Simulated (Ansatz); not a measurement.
MoS2: density of states with PBEsol+U

MoS2:

```
Mo S
1.0
     3.22746    0.00000    0.00000
    -1.61373    2.79507    0.00000
     0.00000    0.00000    6.31247
Mo S
1 2
Cartesian
  0.0000 0.0000 3.1562
  1.6137 0.9317 4.7008
  0.0000 1.8634 1.6117
```

Measurements of this composition are mostly on another form, of space group No. 194.

```yaml
Program: Ansatz 0.2.0
Task: density of states
Functional: PBEsol
Potentials_or_basis: all-electron LAPW, scalar-relativistic
Cutoff: 238 eV (chosen from the basis error)
Basis_error_allowed: 0.002 eV/atom
k_mesh: 9 × 9 × 4
Occupations: fermi-dirac, width 0.05 eV
Spin: no spin polarisation
Hubbard_terms: Mo d U = 2 eV
```

The pressure is -3.5 GPa and the band gap on the k mesh is none (metal or under the smearing width).

Forces in eV/Å, atoms in the order of the input:
```
Mo   0.000  0.000  0.000
S    0.000  0.000  0.002
S    0.000  0.000 -0.002
```

Stress tensor (GPa, compression positive):
```
-4.69  0.00  0.00
 0.00 -4.69  0.00
 0.00  0.00 -1.10
```

Levels at points of the mesh, in eV from the Fermi level:
```csv
k point,band 27,band 28,band 29,band 30,band 31,band 32
"(0.00, 0.00, 0.00)",-1.09,-1.00,-1.00,-0.26,-0.26,3.28
"(0.00, 0.00, -0.50)",-1.01,-1.01,-0.33,-0.33,-0.07,3.44
```

States per cell in windows of 0.5 eV (zero at the Fermi level; states under -8 eV left out):
```tsv
from (eV)	total
-8.0	0.00
-7.5	0.00
-7.0	0.19
-6.5	0.67
-6.0	1.20
-5.5	1.43
-5.0	0.93
-4.5	1.83
-4.0	1.76
-3.5	0.90
-3.0	1.42
-2.5	0.98
-2.0	0.69
-1.5	0.67
-1.0	0.89
-0.5	0.40
0.0	1.01
0.5	1.49
1.0	1.20
1.5	0.33
2.0	0.21
2.5	1.38
3.0	1.06
3.5	0.73
4.0	0.60
4.5	0.03
5.0	0.09
5.5	0.25
6.0	0.65
6.5	0.89
7.0	1.11
7.5	0.85
```

Run time: 11 s on 2 threads of Arm Neoverse V1 (shared host), peak memory 0.43 GiB.

Caveat: U is the effective U less J, on atomic orbitals that reach past the spheres; this functional lacks dispersion, which binds the layers, so the pressure and a relaxed spacing across them are unreliable; U without spin polarisation on a metal has little footing; the density of states is complete only up to the lowest level of the last band computed.
